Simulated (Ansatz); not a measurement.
Pb:

```xyz
1
Lattice="0.0000 2.4750 2.4750 2.4750 0.0000 2.4750 2.4750 2.4750 0.0000" Properties=species:S:1:pos:R:3 pbc="T T T"
Pb    0.0000    0.0000    0.0000
```

- Program: Ansatz 0.2.0
- Task: single point
- Functional: PBE
- Potentials or basis: Ansatz PAW
- Cutoff: 420 eV (not typed: the program's choice for these potentials)
- k mesh: 9 × 9 × 9
- Occupations: fermi-dirac, width 0.05 eV
- Spin: no spin polarisation

On this cell: pressure 2.3 GPa; band gap on the k mesh none (metal or under the smearing width).

The same run follows on a disturbed copy (cell strained at random at fixed volume):

```xyz
1
Lattice="-0.0070 2.4697 2.4484 2.4476 -0.0270 2.4684 2.4538 2.4959 -0.0332" Properties=species:S:1:pos:R:3 pbc="T T T"
Pb    0.0581    0.0106   -0.0133
```

Question: What changes?

Answer: The energy (extrapolated to zero smearing) moves by +2.0 meV/atom; pressure 2.3 GPa; band gap on the k mesh none (metal or under the smearing width).

Stress tensor (GPa, compression positive):
```
 2.49 -0.01  0.18
-0.01  2.10  0.76
 0.18  0.76  2.28
```
